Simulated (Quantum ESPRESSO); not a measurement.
Runs of Quantum ESPRESSO 7.5 on Tc. It takes space group Fm-3m (No. 225, cubic). The conventional cell has a = 3.900 Å, b = 3.900 Å, c = 3.900 Å, α = 90.00°, β = 90.00°, γ = 90.00°. Tc (site symmetry m-3m) has 12 Tc at 2.76 Å as nearest neighbours. This isn't the form of Tc at room conditions, which is hcp.

| task | level | potentials or basis | spin | cell | k mesh | cutoff (eV) | smearing | mixing beta | most ionic steps | forc conv thr | etot conv thr | ion dynamics | other keys | gap on the mesh (eV) | pressure (GPa) |
| --- | --- | --- | --- | --- | --- | --- | --- | --- | --- | --- | --- | --- | --- | --- | --- |
| single point | revPBE | PseudoDojo 0.4 FR PBE stringent | non-collinear, ferromagnetic start, SOC | as given | 12 × 12 × 12 | 1143 | methfessel-paxton 0.136 eV | 0.3 | - | - | - | - | - | none | -3.0 |
| single point | BP86+D3 | SPMS 1.0 PBE | off | volume scaled by 0.88 | 12 × 12 × 12 | 952 | fermi-dirac 0.05 eV | 0.5 | - | - | - | - | - | none | 23.7 |
| single point | PBE | SSSP 1.3 efficiency PBE | off | as given | 12 × 12 × 12 | 816 | fermi-dirac 0.05 eV | 0.5 | - | - | - | - | - | none | (a) |
| single point | PBE | SSSP 1.3 efficiency PBE | off | cell strained at random at fixed volume | 12 × 12 × 12 | 816 | fermi-dirac 0.05 eV | 0.5 | - | - | - | - | - | none | -5.7 |
| relaxation of cell and atoms | AM05 | PseudoDojo 0.4 FR PBE stringent | SOC, no magnetisation | relaxed to 0.3 kbar | 10 × 10 × 10 | 1143 | fermi-dirac 0.1 eV | 0.5 | 40 | 0.0004 Ry/bohr | 1e-05 Ry | bfgs | startingwfc = atomic | none | 0.0 |

**Question.** Estimate the missing entries.

**Answer.** (a) -6.3.

Caveats: the potentials were made for another functional, which shifts forces and pressure (some runs); non-collinear GGA energies in this program can be off by tens of meV an atom and hang on the start (some runs); pairwise dispersion overbinds metals, which lowers pressure and volume (some runs).

A k mesh can miss the band edges, and rows without SOC leave out spin-orbit coupling on Tc.

A gap of «none» marks a metal or a gap under the smearing width.
